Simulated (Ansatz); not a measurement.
Crystal: TiB2.

```
CELL_PARAMETERS angstrom
3.02920 0.00000 0.00000
-1.51460 2.62336 0.00000
0.00000 0.00000 3.22840
ATOMIC_POSITIONS crystal
Ti 0.00000 0.00000 0.00000
B 0.66667 0.33333 0.50000
B 0.33333 0.66667 0.50000
```

- Program: Ansatz 0.2.0
- Task: relaxation of cell and atoms
- Functional: PBEsol
- Dispersion: D4
- Potentials or basis: Ansatz PAW
- Cutoff: 420 eV (not typed: the program's choice for these potentials)
- k mesh: 10 × 10 × 8
- Occupations: fermi-dirac, width 0.05 eV
- Spin: no spin polarisation

At the start: volume 8.55 Å³/atom.

Where does the relaxation end?

It ends after 7 steps and the volume is 8.23 Å³/atom (-3.7 %); space group P6/mmm (No. 191, to 0.05 Å).

Step by step:
| step | energy change (eV) | largest force (eV/Å) | volume (Å³) |
| --- | --- | --- | --- |
| 1 | 0.0000 | 0.0000 | 25.66 |
| 2 | -0.0303 | 0.0000 | 24.87 |
| 3 | -0.0320 | 0.0000 | 24.67 |
| 4 | -0.0321 | 0.0000 | 24.70 |
| 5 | -0.0310 | 0.0000 | 24.70 |
| 6 | -0.0310 | 0.0000 | 24.70 |
| 7 | -0.0310 | 0.0000 | 24.70 |

Final structure:
```xyz
3
Lattice="3.0039 0.0000 0.0000 -1.5020 2.6015 0.0000 0.0000 0.0000 3.1603" Properties=species:S:1:pos:R:3 pbc="T T T"
Ti    0.0000    0.0000    0.0000
B     1.5020    0.8672    1.5802
B     0.0000    1.7343    1.5802
```

Caveat: the plane-wave basis is chosen anew once the cell has moved, so the energies of steps on either side of that aren't comparable; pairwise dispersion overbinds metals, which lowers pressure and volume; the PAW data sets come from PBE, with cores solved anew for the run's functional, which leaves a small shift of forces and pressure.
